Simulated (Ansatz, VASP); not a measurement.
One calculation of Si, two programs

```
CELL_PARAMETERS angstrom
0.00000 2.70073 2.70073
2.70073 0.00000 2.70073
2.70073 2.70073 0.00000
ATOMIC_POSITIONS crystal
Si 0.00000 0.00000 0.00000
Si 0.25000 0.25000 0.25000
```

The cell was built by a generator and needn't be a form met in nature.

Alike in both runs: functional LDA; k mesh 10 × 10 × 10; occupations gaussian, width 0.02 eV; no spin polarisation.

Ansatz relaxed the structure, and its values are those at the end. VASP's run is a single point on that final structure, the one shown.

|  | VASP | Ansatz |
| --- | --- | --- |
| version | VASP 6.6.1 | Ansatz 0.2.0 |
| potentials or method | VASP PAW LDA potentials, release 64 (Si) | scalar-relativistic, plane waves, PAW |
| plane-wave cutoff (eV) | 520 | 420 |
| valence electrons in the cell | 8 | 8 |

Ansatz gave:

```
gap on the k mesh at the Fermi level (eV) : 0.45
least direct gap on the mesh (eV)         : 2.53
pressure (GPa)                            : 0.0
```

Estimate VASP's values.

gap on the k mesh at the Fermi level (eV): 0.45; least direct gap on the mesh (eV): 2.53; pressure (GPa): 0.1.

Ansatz warned: «pseudo_functional_mismatch».

A k mesh can miss the band edges.
